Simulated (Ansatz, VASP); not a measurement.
**Sc in VASP and in Ansatz**

```
CELL_PARAMETERS angstrom
0.00000 2.31000 2.31000
2.31000 0.00000 2.31000
2.31000 2.31000 0.00000
ATOMIC_POSITIONS crystal
Sc 0.00000 0.00000 0.00000
```

Alike in both runs: task single point; functional PBEsol; k mesh 13 × 13 × 13; occupations fermi-dirac, width 0.1 eV; no spin polarisation.

|  | VASP | Ansatz |
| --- | --- | --- |
| version | VASP 6.6.1 | Ansatz 0.2.0 |
| potentials or method | VASP PAW PBE potentials, release 64 (Sc_sv) | plane waves (420 eV) with PAW, scalar-relativistic |
| plane-wave cutoff (eV) | 520 | 420 |
| valence electrons in the cell | 11 | 11 |

```tsv
	VASP	Ansatz	Ansatz less VASP
pressure (GPa)	-2.0	-2.0	0.00
```

Ansatz warned: «pseudo_functional_mismatch».

Caveats: the PAW data sets were made with another functional, which shifts forces and pressure a little (VASP).
